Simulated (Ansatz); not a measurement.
**NaI: what relativity and spin–orbit coupling change**

```
CELL_PARAMETERS angstrom
0.00000 3.23640 3.23640
3.23640 0.00000 3.23640
3.23640 3.23640 0.00000
ATOMIC_POSITIONS crystal
Na 0.00000 0.00000 0.00000
I 0.50000 0.50000 0.50000
```

Atom numbers follow the list: Na1, I2.

The cell is COD entry 9008681, as deposited and not checked against the literature; nothing was relaxed.

One fixed cell is solved with PBE by LAPW (all electrons) in Ansatz 0.2.0 under different relativistic treatments. Pressure is positive in compression.

The runs use a Γ-centred 7×7×7 k mesh, Fermi–Dirac smearing of 0.01 eV, basis error target 1 meV/atom, no spin polarisation.

```tsv
setting	P (GPa)	gap on the k mesh (eV)
scalar-relativistic	0.43	3.64
non-relativistic	?	?
with spin–orbit coupling	0.45	3.31
scalar-relativistic, point nuclei	0.43	3.64
```

(1) Give the missing entry: row "non-relativistic", column "P (GPa)".

(2) What belongs in the row "non-relativistic", column "gap on the k mesh (eV)"?

Answers

(1) 0.68.

(2) 4.23.
